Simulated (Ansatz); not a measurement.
LaAlO3 (R-3c-perovskite type, space group R-3c)

```xyz
10
Lattice="2.6835 1.5493 4.3693 -2.6835 1.5493 4.3693 0.0000 -3.0987 4.3693" Properties=species:S:1:pos:R:3 pbc="T T T"
La     0.0000     0.0000     3.2770
La     0.0000     0.0000     9.8310
Al     0.0000     0.0000     0.0000
Al     0.0000     0.0000     6.5540
O      0.1575     1.5493     7.6463
O     -1.4205    -0.6382     7.6463
O      1.2630    -0.9111     7.6463
O     -0.1575    -1.5493     5.4617
O      1.4205     0.6382     5.4617
O     -1.2630     0.9111     5.4617
```

E(V) scan at fixed shape, V₀ the volume above. The atoms relax within the cell's symmetry.

Calculation: r2SCAN (plane waves to 500 eV, PAW, scalar-relativistic; Ansatz, a first-principles code). k mesh 8×8×8 (Γ-centred), Fermi-Dirac smearing 0.05 eV. Energies are smeared free energies. The relaxing atoms change the space group within the scan (R-3m at V/V₀ = 0.840), so nothing is fitted. LaAlO3 is run without spin polarisation. LaAlO3 was relaxed with its symmetry unable to fall. The PAW data are Ansatz's earlier set. ΔE is measured from the relaxed starting cell.

```
V (Å³/atom)  ΔE (kJ/mol of atoms)
-----------  --------------------
9.156                       23.05
9.592                       11.89
10.028                       4.87
10.464                          ?
10.900                       0.00
11.336                       0.98
11.772                       3.68
12.208                          ?
12.644                          ?
```

Q: Fill in the missing entries.

A: 
- 10.464, ΔE (kJ/mol of atoms): 1.13
- 12.208, ΔE (kJ/mol of atoms): 7.76
- 12.644, ΔE (kJ/mol of atoms): 12.96

(A scan under strain: stresses follow from slopes of the energy per volume, elastic moduli from its curvatures.)
